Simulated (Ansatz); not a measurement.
Runs of Ansatz 0.2.0 on InSe. The structure is monoclinic, space group C2/m (No. 12). Conventional cell: a = 11.653 Å, b = 4.109 Å, c = 5.073 Å, α = 90.00°, β = 109.86°, γ = 90.00°. Around In (site symmetry m) lie 3 Se at 2.68 to 2.69 Å and 1 In at 2.80 Å. Se (site symmetry m) has 3 In at 2.68 to 2.69 Å as nearest neighbours. The cell comes from a database or a generator and needn't be the stable form of this composition.

```tsv
cell	target pressure (GPa)	gap on the mesh (eV)	pressure (GPa)	largest force (eV/Å)
relaxed to 2 GPa	2	(a)	2.0	0.01
relaxed	0	0.78	0.0	0.01
relaxed to 20 GPa	20	none	20.0	-
relaxed to 30 GPa	30	none	30.0	-
relaxed to 5 GPa	5	none	5.0	-
relaxed to 10 GPa	10	none	10.0	-
```

Alike in all rows: task relaxation of cell and atoms; level PBEsol; potentials or basis Ansatz PAW; no spin polarisation; k mesh 7 × 7 × 6; cutoff (eV) 420; smearing fermi-dirac 0.05 eV.

Task: Estimate the missing entries.

Result: (a) 0.25.

Caveats: the plane-wave basis is chosen anew once the cell has moved, so the energies of steps on either side of that aren't comparable; the PAW data sets come from PBE, with cores solved anew for the run's functional, which leaves a small shift of forces and pressure; odd divisions of the mesh miss points on the zone boundary, where band edges often lie, so the gap on the mesh can be too wide (some runs); spin-orbit coupling is left out, which moves the levels of the heavy elements (some runs).

A k mesh can miss the band edges, and the runs leave out spin-orbit coupling on In, Se.

A gap of «none» marks a metal or a gap under the smearing width.
